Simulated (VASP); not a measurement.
Input of a VASP 6.6.1 run:

File INCAR:

```
ALGO = Normal
EDIFF = 1E-7
ENCUT = 520
GGA = PE
ISIF = 2
ISMEAR = -1
LASPH = T
LCHARG = F
LREAL = Auto
LWAVE = F
NBANDS = 36
NELM = 100
PREC = Accurate
SIGMA = 0.02
```

Contents of KPOINTS:

```
k-points
0
Gamma
  1 1 1
```

File POSCAR:

```
H10CO5
1.0
    5.6566530000      0.0000000000      0.0000000000
    0.0000000000      5.6566530000      0.0000000000
    0.0000000000      0.0000000000      5.6566530000
O H C
5 10 1
Direct
    1.0803915319      1.2041572994      0.7719582587
    0.7325179749      0.1290692570      0.4556227861
    0.3289754560      0.5077030534      0.2913206803
    0.9337500462      0.7270377023      0.2772487547
    0.6115453785      0.7685286688      0.8700551368
    1.0749996509      1.0383171816      0.7827773774
    1.1934972854      1.2548233028      0.8891476992
    0.8518995243      0.2106192478      0.5573437154
    0.6925296637      0.2314089268      0.3224344856
    0.1790988417      0.5996832402      0.2747737929
    0.3036424543      0.3752925979      0.3953221101
    0.8675271402      0.8501670511      0.3888164963
    0.8081457356      0.6562537953      0.1685095409
    0.2774255377      0.6046331638      0.8692772917
    0.5849925742      0.4069544305      0.8496720587
    0.4883453166      0.5952106307      0.8442624994
```

Potentials or basis: VASP PAW PBE potentials, release 64 (O, H, C).

The run is started by

```bash
$ cat potpaw_PBE.64/O/POTCAR potpaw_PBE.64/H/POTCAR potpaw_PBE.64/C/POTCAR > POTCAR
$ mpirun -np 1 vasp_gam > vasp.out
```

Problem. What does it give for the largest force?

Solution. 2.352 eV/Å.

Problem. Estimate the band gap on the k mesh.

Solution. 4.04 eV, direct.

Forces on the atoms (eV/Å):
```
O   -0.130  1.574 -0.421
O    0.293  0.211  0.434
O    0.967  0.042 -0.586
O   -1.105 -0.483 -0.657
O    0.226  0.481 -0.369
H   -0.026 -1.875  0.309
H    0.214  0.138  0.343
H   -0.627 -0.034 -0.584
H    0.266 -0.056  0.280
H   -0.268 -0.132  0.507
H   -0.374 -0.318  0.356
H   -0.292 -0.516 -1.223
H    1.146  1.475  1.430
H    1.736 -0.100 -0.781
H   -1.276  1.165 -0.488
C   -0.748 -1.570  1.451
```

Caveat: the standard files for N, O and F lose accuracy on very short bonds. As with any semilocal functional, this PBE gap is likely too small.
